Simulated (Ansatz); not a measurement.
# Ge8S7: the cost of one run

Program: Ansatz 0.2.0. Level of theory: DFT PBEsol, scalar-relativistic, plane waves, PAW. These are calculated values, not measurements.

### 1 Starting point

The structure is orthorhombic, space group Pnma (No. 62). Conventional cell: a = 10.293 Å, b = 3.664 Å, c = 4.148 Å, α = 90.00°, β = 90.00°, γ = 90.00°. Around Ge (site symmetry m) lie 3 S at 2.45 Å. Around S (site symmetry m) lie 3 Ge at 2.45 Å.

As a file:

```
Ge S
1.0
    10.29339    0.00000    0.00000
     0.00000    3.66430    0.00000
     0.00000    0.00000    4.14796
Ge S
4 4
Direct
  0.11935 0.25000 0.12017
  0.38065 0.75000 0.62017
  0.61935 0.25000 0.37983
  0.88065 0.75000 0.87983
  0.85236 0.25000 0.49467
  0.64764 0.75000 0.99467
  0.35236 0.25000 0.00533
  0.14764 0.75000 0.50533
```

This cell was relaxed beforehand with the same method: volume 19.56 Å³/atom, gap on the mesh 0.83 eV.

Its energy, with the smearing taken to zero, is -20556.0231 eV for the 8-atom cell on a 4×8×6 mesh; differences below count from it.

### 2 Cell: 1 of 8 S atoms taken out at random further on a centred mesh

From a supercell with 8 S sites, 1 are emptied at random; the cell stays neutral and all atoms are shaken by 0.02 Å.

The cell holds 8 Ge, 7 S: a = 5.483 Å, b = 5.454 Å, c = 10.178 Å, α = 89.39°, β = 89.60°, γ = 98.56°.

### 3 The final cell at tighter settings

input.yaml

```yaml
crystal:
  lattice:
    - [-0.0191020116, -3.5785198048, -4.1544157669]
    - [-0.0292873893, -3.5560899627, 4.1346012746]
    - [-10.1779958675, -0.0679653895, 0.0126377989]
  atoms:
    - { symbol: Ge, position: [0.3152481961, 0.4569994501, 0.8785936494] }
    - { symbol: Ge, position: [0.7726580598, 0.9414361682, 0.8766051179] }
    - { symbol: Ge, position: [0.8042835721, 0.4391246621, 0.6132300055] }
    - { symbol: Ge, position: [0.3740624071, 0.8614232493, 0.6839696526] }
    - { symbol: Ge, position: [0.1914590311, 0.5728425781, 0.3796014233] }
    - { symbol: Ge, position: [0.6898657358, 0.0737296684, 0.3768253926] }
    - { symbol: Ge, position: [0.6957185954, 0.5768922719, 0.1116931703] }
    - { symbol: Ge, position: [0.1889468448, 0.0844816466, 0.1100929166] }
    - { symbol: S, position: [0.1399531833, 0.6361458248, 0.1356666065] }
    - { symbol: S, position: [0.6352246908, 0.1281711503, 0.1352741223] }
    - { symbol: S, position: [0.6380714575, 0.6245943189, 0.3506837618] }
    - { symbol: S, position: [0.1334957588, 0.1292155152, 0.3463934783] }
    - { symbol: S, position: [0.3654498241, 0.3117957038, 0.6556454879] }
    - { symbol: S, position: [0.8123506022, 0.8832211001, 0.6420425819] }
    - { symbol: S, position: [0.8720255961, 0.3950838141, 0.8501801543] }
  symmetry: { detect: false }
basis:
  ecutwfc: 420
kpoints:
  mp_grid: { grid: [4, 4, 2] }
hamiltonian:
  xc: pbesol
scf:
  occupations: { method: gaussian, width: 0.1 }
  lower_state_search: "off"
output:
  forces: true
  stress: true
  eigenvalues: true
relax:
  adjacent_minimum: "off"
  f_tol: 0.04
  max_steps: 25
  cell: { stress_tol: 0.3 }
```

Started as:

```sh
> ansatz run input.yaml --threads 4 --pin off --max-ram 9216MiB --backend cpu --events-out ev --progress --plain --runs-dir out
```

**Question.** How long does this run take on 4 threads of Intel Xeon 6975P-C (Granite Rapids), shared host, and how much memory does it need?

About 45 s, with a peak of 1.1 GiB.
